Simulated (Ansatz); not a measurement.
Input and command of a calculation in Ansatz (plane waves; scalar-relativistic PAW potentials unless the input names others):

```yaml
crystal:
  lattice:
    - [2.863070691, 1.6529946342, 2.356300394]
    - [-2.863070691, 1.6529946342, 2.356300394]
    - [0.0, -3.3059892684, 2.356300394]
  atoms:
    - { symbol: Ba, position: [0.0473939311, 0.0473939311, 0.0473939311] }
    - { symbol: Ti, position: [0.5191875227, 0.5191875227, 0.5191875227] }
    - { symbol: O, position: [0.4883938465, 0.4883938465, 0.9777702638] }
    - { symbol: O, position: [0.4883938465, 0.9777702638, 0.4883938465] }
    - { symbol: O, position: [0.9777702638, 0.4883938465, 0.4883938465] }
basis:
  ecutwfc: 420
  xc_grid: 1
kpoints:
  mp_grid: { grid: [6, 6, 6] }
hamiltonian:
  xc: pbe
scf:
  occupations: { method: methfessel_paxton, width: 0.05 }
  lower_state_search: light
output:
  forces: true
  eigenvalues: true
  stress: true
```

```bash
ansatz run input.yaml --threads 1 --pin off --max-ram 2560MiB --backend cpu --events-out ev --progress --plain --runs-dir out
```

Abridged log:
```
Pseudopotentials: kind: paw
Pseudopotential: Ba, paw, valence charge 10, recommended cutoff 420 eV (normal)
Pseudopotential: Ti, paw, valence charge 12, recommended cutoff 420 eV (normal)
Pseudopotential: O, paw, valence charge 6, recommended cutoff 420 eV (normal)
Functional definition: PBE
Crystal: 5 atoms, lattice volume = 66.909 Å³
Basis set: ecut = 420 eV, 1333 PW (Γ)
Bands: 25, of which v1, the nominal top of the filled ones, is band 20 counted from 1 (19 counted from 0)
Symmetry: 6 space group operations
Space group: R3m (ITA 160), of the structure as read, at distance tolerance 4.1e-5 Å
k-points: 32 of 216 (time reversal used)
Initial density: superposition of atomic densities (neutral atoms: chi_scale 0, normalization atom), corrected by the library's trained network
Initial wavefunctions: pseudopotential atomic-orbital guess
Functional: x = pbe(κ = 0.804, μ = 0.21951497), c = pbe(β = 0.06672455)
SCF iter   1: F=—  HF=-10159.363323 eV  |F-HF|=—  |Δ(HF+E_count)|=         —  Δρ=1.34e-3  dr2=5.81e-4  ethr=1.77e-3  ⟨swp⟩=6.2  Hψ=4015  notcnv=0
SCF iter   2: F=—  HF=-10159.363969 eV  |F-HF|=—  |Δ(HF+E_count)|=   6.47e-4  S|Δr|=    0.00e0  Δρ=6.94e-4  dr2=1.34e-4  ethr=1.45e-6  ⟨swp⟩=2.0  Hψ=1692  notcnv=0
SCF iter   3: F=—  HF=-10159.364273 eV  |F-HF|=—  |Δ(HF+E_count)|=   3.04e-4  S|Δr|=    0.00e0  Δρ=1.38e-4  dr2=1.32e-5  ethr=3.35e-7  ⟨swp⟩=2.5  Hψ=1285  notcnv=0
SCF iter   4: F=—  HF=-10159.364277 eV  |F-HF|=—  |Δ(HF+E_count)|=   4.57e-6  S|Δr|=    0.00e0  Δρ=4.76e-5  dr2=2.07e-6  ethr=3.31e-8  ⟨swp⟩=2.5  Hψ=1344  notcnv=0
SCF iter   5: F=—  HF=-10159.364278 eV  |F-HF|=—  |Δ(HF+E_count)|=   2.77e-7  S|Δr|=    0.00e0  Δρ=1.66e-5  dr2=2.19e-7  ethr=5.18e-9  ⟨swp⟩=2.6  Hψ=1208  notcnv=0
SCF iter   6: F=-10159.364278 eV  HF=-10159.364278 eV  |F-HF|=2.55e-9  |Δ(HF+E_count)|=   2.86e-8  S|Δr|=    0.00e0  Δρ=3.10e-6  dr2=5.14e-9  ethr=2.50e-10  ⟨swp⟩=8.6  Hψ=3897  notcnv=0
SCF 1 converged in 6 iterations: F = -10159.364278 eV  dr2 = 5.14e-9
SCF converged after 6 iterations
Stability not checked: this state was not tested for a lower state beside it, because cold or Methfessel-Paxton smearing, or corrected tetrahedra, fill the levels in a way that the test cannot read (fill_not_monotonic; see scf.lower_state_search)
Free energy (F): -10159.364278 eV
Harris-Foulkes:  -10159.364278 eV  (|F-HF|=2.55e-9)
Internal energy: -10159.364278 eV  (E = F + TS)
E sigma→0 (E₀):  -10159.364278 eV
Fermi energy:    10.896841 eV
Step filling:    the computed levels leave a gap of 2.6017 eV = 52.0 smearing widths at the electron count; against every level under it full and every level over it empty, smearing changes F+E_penalty+E_count by +2.00e-295 meV and its σ→0 estimate by -6.77e-293 meV
--- Forces (eV/Å), atoms counted from 1 ---
  atom   1  Ba     0.00000000     0.00000000    -1.98255511
  atom   2  Ti     0.00000000     0.00000000     0.94843049
  atom   3  O      0.00000000     0.07599620     0.34471015
  atom   4  O      0.06581464    -0.03799810     0.34471015
  atom   5  O     -0.06581464    -0.03799810     0.34471015
--- Stress (GPa, compression-positive) ---
        1.767321       0.000000       0.000000
        0.000000       1.767321       0.000000
        0.000000       0.000000       5.914486
  P = ⅓ Tr σ = 3.1497 GPa (31.497 kbar)
```

Apart from outputs and empty bands, the input differs from a reference run on usual settings in scf.lower_state_search: not typed → "light"; basis.xc_grid: not typed → 1; scf.occupations.method: "gaussian" → "methfessel_paxton". The reference, at the same geometry (not necessarily relaxed), gave pressure 3.15 GPa, largest force 1.983 eV/Å, gap on the mesh 2.60 eV. This run converged in 6 SCF iterations (reference: 6) with an energy at zero smearing 0.02 meV/atom above the reference's, pressure 3.15 GPa, largest force 1.983 eV/Å, gap on the mesh 2.60 eV.

Time: 4.6 s on 1 thread of Arm Neoverse V2 (shared host), peak memory 0.32 GiB.